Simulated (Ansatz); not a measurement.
**BaO (Fm-3m): volume and gaps against pressure**

```
Ba O
1.0
     2.74519    2.74519    0.00000
    -2.74519    2.74519    0.00000
     0.00000    2.74519    2.74519
Ba O
1 1
Cartesian
  0.0000 0.0000 0.0000
  0.0000 2.7452 0.0000
```

This is the zero-pressure cell under PBEsol. Cell and atoms are relaxed by PAW (default files of Ansatz 0.2.0, cutoff 420 eV, stress met within about 0.05 GPa) at each pressure, in this structure whether or not another phase would take over; P is the pressure reached, less that of this cell. Levels come from PBEsol, all-electron LAPW in Ansatz 0.2.0, with spin-orbit coupling; k mesh 8×8×8, fixed occupations, basis error target 0.5 meV/atom. Conduction levels are in eV over the valence top (at X), at fixed fractional wave vectors. Zone-centre phonons come from finite displacements by PAW, without the LO-TO term.

```csv
P (GPa),V/V₀,X,Γ,L,T1u TO (cm⁻¹)
-1.97,1.0273,1.893,3.375,4.853,54.9
0.00,1.0000,1.795,3.486,4.874,77.0
2.02,0.9757,1.699,3.589,4.890,92.7
4.02,0.9546,1.606,3.681,4.900,104.8
7.01,0.9270,1.472,3.807,4.908,118.9
10.02,?,?,?,?,?
15.03,0.8693,1.141,4.089,4.904,142.4
```

Question: Fit the third-order Birch-Murnaghan equation to the rows shown.

Answer: With f = [(V₀/V)^(2/3) − 1]/2, the normalised pressure F = P/[3f(1 + 2f)^(5/2)] is 77.0 GPa at f = -0.0089, 78.3 GPa at f = 0.0083, 78.8 GPa at f = 0.0157, 79.5 GPa at f = 0.0259, 81.0 GPa at f = 0.0489. The line F = B₀[1 + (3/2)(B′ − 4)f] gives B₀ = 77.7 GPa and B′ = 4.6.

Question: What are the volume deformation potentials and pressure coefficients of these levels at zero pressure?

Answer: 

| level | dE/dlnV (eV) | dE/dP = −(dE/dlnV)/B₀ (meV/GPa) | mean slope up to 2.0 GPa (meV/GPa) |
| --- | --- | --- | --- |
| X | 3.79 | -48.7 | -47.9 |
| Γ | -4.16 | 53.5 | 50.8 |
| L | -0.71 | 9.2 | 7.6 |

dE/dlnV is the slope of a cubic fit in ln V at V₀. The last column is read from two rows and shows how the slope bends with pressure.

Question: What mode Grüneisen parameters follow?

Answer: γ = −d ln ω/d ln V at V₀ from a quadratic fit in ln V: T1u 9.14.

Question: Fill the row at 10.02 GPa.

Answer: The fits give V/V₀ = 0.9031 and X = 1.344 eV. Computed: V/V₀ = 0.9031, X = 1.344, Γ = 3.920, L = 4.910, T1u TO (cm⁻¹) = 129.7.

Caveats: no other phase was computed; many crystals of this kind change structure within this range, and rows or crossings beyond such a change describe a metastable lattice; the frozen-core PAW files of the relaxations were fitted under PBE, their cores solved anew for this functional; semilocal gaps are low, and the spacing of valleys can be off by tenths of an eV; levels are read at fixed fractional k, so an edge that moves off these points is missed.
